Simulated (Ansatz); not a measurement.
# CoO (P4_2/mmc) in Ansatz: single point with PBE

Aim: the single point of CoO with PBE.

Everything below comes from runs of Ansatz 0.2.0. Logs are shortened: lines on timing, memory, paths and dates and some standing lists are left out, and cuts for length are marked.

**1. Starting point**

The structure is tetragonal, space group P4_2/mmc (No. 131). The conventional cell has a = 3.446 Å, b = 3.446 Å, c = 4.290 Å, α = 90.00°, β = 90.00°, γ = 90.00°. Around Co (site symmetry mmm) lie 4 O at 2.03 Å. O (site symmetry -4m2) is surrounded by 4 Co at 2.03 Å and 2 O at 2.15 Å.

Measurements of this composition are mostly on another form, of space group No. 225.

**2. Single point, PBE, collinear spin, ferromagnetic start**

The input, input.yaml:

```yaml
crystal:
  lattice:
    - [3.44614992, 0.0, 0.0]
    - [0.0, 3.44614992, 0.0]
    - [0.0, 0.0, 4.29046473]
  atoms:
    - { symbol: Co, position: [0.0, 0.5, 0.0], spin: 3.5 }
    - { symbol: Co, position: [0.5, 0.0, 0.5], spin: 3.5 }
    - { symbol: O, position: [0.0, 0.0, 0.25] }
    - { symbol: O, position: [0.0, 0.0, 0.75] }
hamiltonian:
  xc: pbe
  pseudopotentials: { kind: paw }
magnetization:
  spin_polarized: true
kpoints:
  mp_grid: { grid: [8, 8, 6] }
scf:
  occupations: { method: fermi_dirac, width: 0.05 }
output:
  forces: true
  stress: true
  eigenvalues: true
```

Potentials or basis: Ansatz PAW.

On the command line:

```
$ ansatz run input.yaml --threads 2 --pin off --max-ram 5120MiB --backend cpu --events-out ev --progress --plain --runs-dir out
```

Standard output:

```text
Warning: where an SCF of this run starts from atoms to list the orders of its open shells, Co (sites 0, 1, from 0) starts with 3.00 μB on its 3d shell, in the place of the 3.50 μB that the deck gives it: its open shells can hold no more by Hund's first rule. To start from spheres of the given moment, type scf.initial_density.shell_occupations: []
Warning: RAYON_NUM_THREADS=2 ignored (pool sized by the plan → 2); use --threads N
Engine: ansatz 0.2.0, aarch64-unknown-linux-gnu
Pseudopotentials: kind: paw
Pseudopotential: Co, paw, valence charge 17, recommended cutoff 420 eV (normal), Co.paw.azcp
Pseudopotential: O, paw, valence charge 6, recommended cutoff 420 eV (normal), O.paw.azcp
Functional definition: PBE
  parameter kappa = 0.804
  parameter beta = 0.06672455060314922
  exchange = pbe_x(kappa = kappa, mu = beta*pi^2/3)
  correlation = pbe_c(beta = beta)
Crystal: 4 atoms, lattice volume = 50.953 Å³
Basis set: ecut = 420 eV, 995 PW (Γ), exchange–correlation on 48×48×60 points (8 copies of the dense FFT grid, shifted against one another)
Bands: 32, of which v1, the nominal top of the filled ones, is band 23 counted from 1 (22 counted from 0)
Symmetry: 16 space group operations
Space group: P42/mmc (ITA 131), of the structure as read, at distance tolerance 3.7e-5 Å
Magnetic group: BNS 131.435 (UNI 1095), of the structure as read, at distance tolerance 3.7e-5 Å
k-points: 60 of 384
Non-local potential: Co, projectors of the file, l = 0: 3, l = 1: 2, l = 2: 3, l = 3: 1
Non-local potential: O, projectors of the file, l = 0: 2, l = 1: 2, l = 2: 1
PAW form: soft (Blöchl's): semilocal exchange-correlation on the pseudo side does not see the compensation charge
PAW one-centre angular grid: Co, 590 points (default); XC on 64 Gauss nodes
PAW one-centre angular grid: O, 110 points (default); XC on 64 Gauss nodes
Initial density: superposition of atomic densities (chi_scale 0.1, normalization cell, long waves kept (reshape's long-wave potential 0.02 eV rms))
Starting moments: Σ|m| = 7 μB on 2 of 4 sites
Initial wavefunctions: pseudopotential atomic-orbital guess
Functional: x = pbe(κ = 0.804, μ = 0.2195149727645171), c = pbe(β = 0.06672455060314922)
SCF iter   1: F=—  HF=-11382.134649 eV  |F-HF|=—  |Δ(HF+E_count)|=         —  Δρ=2.27e-1 (↑7.13e-2 ↓2.27e-1)  dr2=2.26e1  dr2_m=7.04e0  M=2.888 μB ∫|m|=2.999 μB  β_m=0.30  ethr=3.10e-3  ⟨swp⟩=5.8  Hψ=14357  notcnv=0
Mixer restart at iter 1: flushing history
preconditioner: auto → Kerker (q_TF=auto, 2.682 Å⁻¹)  [metal: Δε(μ)=0.005 eV  Ē_g=10.032 eV  σ=0.050 eV  W_gap=0.02  n_scr=18 (ndim 8)  ℏωp=28.5 eV  f_vac=0.000  D(μ)=6.61/eV (n_scr^D=98)]
spin=Collinear: Kerker preconditioning applied to the charge; magnetization (m = ρ↑ − ρ↓) channel mixes plain (no charge-response kernel on spin).
SCF iter   2: F=—  HF=-11382.830108 eV  |F-HF|=—  |Δ(HF+E_count)|=   6.95e-1  Δρ=7.64e-2 (↑5.76e-2 ↓7.64e-2)  dr2=1.28e0  dr2_m=1.72e0  M=3.441 μB ∫|m|=3.594 μB  β_m=0.36  ethr=3.10e-3  ⟨swp⟩=3.0  Hψ=9046  notcnv=0  defer=253
SCF iter   3: F=—  HF=-11382.943646 eV  |F-HF|=—  |Δ(HF+E_count)|=   1.14e-1  Δρ=4.86e-2 (↑3.40e-2 ↓4.86e-2)  dr2=6.46e-1  dr2_m=6.33e-1  M=3.379 μB ∫|m|=3.557 μB  β_m=0.57  ethr=2.78e-3  ⟨swp⟩=2.1  Hψ=5499  notcnv=0  defer=230
SCF iter   4: F=—  HF=-11383.011967 eV  |F-HF|=—  |Δ(HF+E_count)|=   6.83e-2  Δρ=1.49e-2 (↑1.04e-2 ↓1.49e-2)  dr2=1.34e-1  dr2_m=6.53e-3  M=3.336 μB ∫|m|=3.581 μB  β_m=0.77  ethr=1.40e-3  ⟨swp⟩=2.6  Hψ=5956  notcnv=0  defer=231
SCF iter   5: F=—  HF=-11383.054576 eV  |F-HF|=—  |Δ(HF+E_count)|=   4.26e-2  Δρ=1.08e-2 (↑4.26e-3 ↓1.08e-2)  dr2=5.75e-2  dr2_m=1.54e-2  M=3.369 μB ∫|m|=3.638 μB  β_m=0.81  ethr=2.90e-4  ⟨swp⟩=2.0  Hψ=6493  notcnv=0  defer=236
SCF iter   6: F=—  HF=-11383.055193 eV  |F-HF|=—  |Δ(HF+E_count)|=   6.17e-4  Δρ=1.90e-3 (↑1.86e-3 ↓1.90e-3)  dr2=2.54e-3  dr2_m=4.38e-4  M=3.337 μB ∫|m|=3.628 μB  β_m=0.90  ethr=1.25e-4  ⟨swp⟩=2.3  Hψ=6269  notcnv=0  defer=236
SCF iter   7: F=—  HF=-11383.057242 eV  |F-HF|=—  |Δ(HF+E_count)|=   2.05e-3  Δρ=1.61e-3 (↑1.61e-3 ↓1.24e-3)  dr2=2.42e-3  dr2_m=7.55e-5  M=3.337 μB ∫|m|=3.636 μB  β_m=0.95  ethr=5.52e-6  ⟨swp⟩=2.1  Hψ=6169  notcnv=0  defer=235
SCF iter   8: F=—  HF=-11383.056994 eV  |F-HF|=—  |Δ(HF+E_count)|=   2.48e-4  Δρ=3.39e-4 (↑1.75e-4 ↓3.39e-4)  dr2=8.19e-5  dr2_m=5.49e-6  M=3.337 μB ∫|m|=3.644 μB  β_m=0.98  ethr=5.26e-6  ⟨swp⟩=2.0  Hψ=5036  notcnv=0  defer=236
SCF iter   9: F=—  HF=-11383.057021 eV  |F-HF|=—  |Δ(HF+E_count)|=   2.69e-5  Δρ=1.26e-4 (↑4.84e-5 ↓1.26e-4)  dr2=8.99e-6  dr2_m=1.27e-6  M=3.336 μB ∫|m|=3.645 μB  β_m=0.99  ethr=1.78e-7  ⟨swp⟩=2.3  Hψ=5363  notcnv=0  defer=236
SCF iter  10: F=—  HF=-11383.057027 eV  |F-HF|=—  |Δ(HF+E_count)|=   5.73e-6  Δρ=5.37e-5 (↑2.95e-5 ↓5.37e-5)  dr2=2.31e-6  dr2_m=1.42e-7  M=3.335 μB ∫|m|=3.645 μB  β_m=0.99  ethr=1.96e-8  ⟨swp⟩=2.0  Hψ=5435  notcnv=0  defer=236
SCF iter  11: F=—  HF=-11383.057027 eV  |F-HF|=—  |Δ(HF+E_count)|=   4.09e-8  Δρ=1.39e-5 (↑7.57e-6 ↓1.39e-5)  dr2=1.60e-7  dr2_m=1.16e-8  M=3.335 μB ∫|m|=3.645 μB  β_m=1.00  ethr=5.01e-9  ⟨swp⟩=1.1  Hψ=3856  notcnv=0  defer=236
SCF iter  12: F=—  HF=-11383.057027 eV  |F-HF|=—  |Δ(HF+E_count)|=   2.48e-8  Δρ=3.08e-6 (↑3.00e-6 ↓3.08e-6)  dr2=8.20e-9  dr2_m=1.02e-9  M=3.335 μB ∫|m|=3.645 μB  β_m=0.97  ethr=3.47e-10  ⟨swp⟩=2.1  Hψ=4927  notcnv=0  defer=236
SCF iter  13: F=-11383.057027 eV  HF=-11383.057027 eV  |F-HF|=9.66e-10  |Δ(HF+E_count)|=   1.13e-9  Δρ=1.04e-6 (↑8.03e-7 ↓1.04e-6)  dr2=1.75e-9  dr2_m=9.76e-11  M=3.335 μB ∫|m|=3.645 μB  ethr=1.78e-11  ⟨swp⟩=7.7  Hψ=14159  notcnv=0
SCF 1 converged in 13 iterations: F = -11383.057027 eV  dr2 = 1.75e-9
SCF converged after 13 iterations
Magnetization: 3.3354 μB (24.6677 up, 21.3323 down)
Absolute magnetization: 3.6479 μB (∫|ρ↑−ρ↓|, with the PAW one-centre terms)
Spin contamination: 0.1341 ħ² per cell (⟨S²⟩ above its minimum at these occupations)
Per-site moments (μB) at R_I (Å): [(1.6228446669199714, 0.8372320141481954), (1.6228446669199712, 0.8372320141481954), (-0.03435959052032873, 0.8372320141481954), (-0.03435959052032867, 0.8372320141481954)]
Free energy (F): -11383.057027 eV
Harris-Foulkes:  -11383.057027 eV  (|F-HF|=9.66e-10)
Internal energy: -11383.028611 eV  (E = F + TS)
E sigma→0 (E₀):  -11383.042819 eV
Entropy (-TS):   -0.028416 eV (-7.104 meV/atom)
Fermi energy:    9.207230 eV
--- Per-component energies (eV) ---
  E_band       = -807.447738
  E_kinetic    = 1233.553960
  E_local      = -8123.566256  (includes V_loc(G=0)·N_el)
  E_nonlocal   = 1019.054534
  E_hartree    = 3350.043697
  E_xc         = -455.680410
  E_vxc        = -585.342538  (∫ρ·V_xc dr)
  E_paw        = -3348.804652  (= ΣΔE_a)
  E_vpaw       = -1051.239368  (= ΣTr[D̂ρ^β])
  E_aug_tail   = 0.004897  (compensation charges beyond the density's cutoff)
  E_ewald      = -5057.634382
  E_smearing   = -0.028416  (= −TS)
  E_closure    = -0.000000  (closes the sum)
  Σ components = -11383.057027   (vs F -11383.057027, Δ=0.00e0)
--- Forces (eV/Å), atoms counted from 1 ---
  atom   1  Co     0.00000000     0.00000000     0.00000000
  atom   2  Co     0.00000000     0.00000000     0.00000000
  atom   3  O      0.00000000     0.00000000     0.00000000
  atom   4  O      0.00000000     0.00000000     0.00000000
  max |Σ_I F_I| component: 1.96e-28 eV/Å
--- Stress (GPa, compression-positive) ---
      -29.323871       0.000000       0.000000
        0.000000     -29.323871       0.000000
        0.000000       0.000000      11.568706
  P = ⅓ Tr σ = -15.6930 GPa (-156.930 kbar)
--- Band table (eV; the first three rows and the last of 120) ---
  k-point 0 ↑: bands = ["-86.8366", "-86.8351", "-50.2272", "-50.2272", "-50.2231", "-50.2103", "-49.8930", "-49.8930", "-10.8329", "-8.1480", "1.4001", "3.8007", "3.8007", "4.5318", "4.5318", "5.6283", "6.8967", "7.0246", "7.0246", "7.3500", "7.5755", "7.7619", "8.5022", "9.5839", "10.1905", "10.2442", "10.2442", "15.3010", "17.3112", "19.0270", "20.5135", "20.5135"]
  k-point 1 ↑: bands = ["-86.8364", "-86.8352", "-50.2272", "-50.2272", "-50.2222", "-50.2111", "-49.8930", "-49.8930", "-10.6990", "-8.4045", "1.8731", "3.6960", "3.6960", "4.6492", "4.6492", "5.7443", "6.9005", "7.1000", "7.1000", "7.3772", "7.4255", "7.7339", "8.4334", "8.8372", "10.0968", "10.0968", "10.6922", "14.1432", "18.0997", "20.0209", "20.6561", "20.6561"]
  k-point 2 ↑: bands = ["-86.8361", "-86.8355", "-50.2271", "-50.2271", "-50.2199", "-50.2135", "-49.8930", "-49.8930", "-10.3113", "-9.0183", "3.1065", "3.5437", "3.5437", "4.8227", "4.8227", "5.9037", "6.6844", "6.8548", "7.2841", "7.2841", "7.4518", "7.6578", "8.2103", "8.2619", "9.7764", "9.7764", "11.2297", "12.7674", "18.7236", "20.6507", "21.0094", "21.0094"]
  k-point 59 ↓: bands = ["-84.8094", "-84.8094", "-48.2804", "-48.2804", "-48.2171", "-48.2171", "-47.9019", "-47.9019", "-9.4671", "-9.4671", "3.8192", "3.8192", "3.9574", "3.9574", "5.4648", "5.4648", "8.5511", "8.5511", "8.5827", "8.5827", "9.3500", "9.3500", "9.6985", "9.6985", "9.9982", "9.9982", "13.3715", "13.3715", "18.2355", "18.2355", "18.5947", "18.5947"]
```

Wall time 7 s (2 threads of Arm Neoverse V2, shared host); peak memory 0.44 GiB.

Results:

```
Free energy            : -11383.0570 eV
Pressure               : -15.7 GPa
Band gap on the k mesh : none (metal or under the smearing width)
Net moment             : 3.34 μB per cell
Absolute moment        : 3.65 μB per cell
Site moments           : Co +1.62; O -0.03 μB
```

Stress tensor (GPa, compression positive):
```
-29.32   0.00   0.00
  0.00 -29.32   0.00
  0.00   0.00  11.57
```

Levels at points of the mesh, in eV from the Fermi level:
Spin up:
```
              k point  band 22  band 23  band 24  band 25  band 26  band 27  band 28  band 29
   (0.00, 0.00, 0.00)    -1.45    -0.71     0.38     0.98     1.04     1.04     6.09     8.10
  (0.00, 0.00, -0.50)    -1.65    -1.08    -1.08     0.39     0.39     2.63     2.63    10.31
  (0.00, -0.50, 0.00)    -1.60    -1.34    -1.00     0.93     1.02     3.92     4.53     7.04
 (0.00, -0.50, -0.50)    -1.63    -1.53    -1.42    -0.33     0.94     3.84     5.47     6.06
 (-0.50, -0.50, 0.00)    -1.46    -1.44    -0.78    -0.78     0.93     1.43     8.32     8.32
(-0.50, -0.50, -0.50)    -1.16    -0.88    -0.88    -0.82    -0.82     3.76     3.76     8.93
```
Spin down:
```csv
k point,band 19,band 20,band 21,band 22,band 23,band 24
"(0.00, 0.00, 0.00)",-0.58,-0.24,0.23,0.30,0.30,1.01
"(0.00, 0.00, -0.50)",-0.48,-0.48,-0.16,-0.16,0.48,0.48
"(0.00, -0.50, 0.00)",-0.73,-0.61,0.07,0.13,0.39,0.62
"(0.00, -0.50, -0.50)",-0.67,-0.48,-0.33,0.32,0.61,0.75
"(-0.50, -0.50, 0.00)",-0.90,-0.30,-0.30,0.53,0.61,0.73
"(-0.50, -0.50, -0.50)",-0.62,-0.62,0.14,0.14,0.49,0.49
```

Caveat: the pressure holds a Pulay correction of +0.6 GPa for the finite cutoff; semilocal functionals often make such compounds metallic where correlation or magnetic order opens a gap, which also shifts bond lengths. With open d or f shells a metallic result of PBE can be an artefact of self-interaction; +U or a hybrid may open a gap.
